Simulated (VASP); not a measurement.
Here is a VASP 6.6.1 calculation.

File INCAR:

```
SYSTEM = As
ALGO     = Fast           ! electronic algorithm
DIPOL    = 0.5 0.5 0.626
EDIFF    = 1E-6           ! SCF threshold, eV
ENCUT    = 520            ! plane-wave cutoff, eV
IDIPOL   = 3            
ISIF     = 2              ! what is computed and relaxed
ISMEAR   = 0              ! smearing method
LASPH    = .TRUE.         ! aspherical terms in the spheres
LCHARG   = .FALSE.        ! write CHGCAR
LDIPOL   = .TRUE.       
LREAL    = .FALSE.        ! projectors in reciprocal space
LWAVE    = .FALSE.        ! write WAVECAR
NBANDS   = 12             ! bands
NELM     = 100            ! most SCF steps
PREC     = Accurate       ! precision mode
SIGMA    = 0.04           ! smearing width, eV
```

KPOINTS

```
k-points
0
G
  12 12 1
  0 0 0
```

File POSCAR:

```
As
1.0
    3.5388401855      0.0000000000      0.0000000000
   -1.7694200928      3.0647255006      0.0000000000
    0.0000000000      0.0000000000     22.2800000000
As
2
Direct
    0.3333333333      0.6666666667      0.5949262057
    0.0000000000      0.0000000000      0.6565298538
```

Potentials or basis: VASP PAW LDA potentials, release 64 (As).

Launch:

```console
$ cat potpaw_LDA.64/As/POTCAR > POTCAR
$ mpirun -np 1 vasp_std > vasp.out
```

(1) What does it give for the band gap on the k mesh?

(2) Predict the largest force.

Answers

(1) 1.52 eV, indirect (least direct gap 2.05 eV).

(2) 0.153 eV/Å.
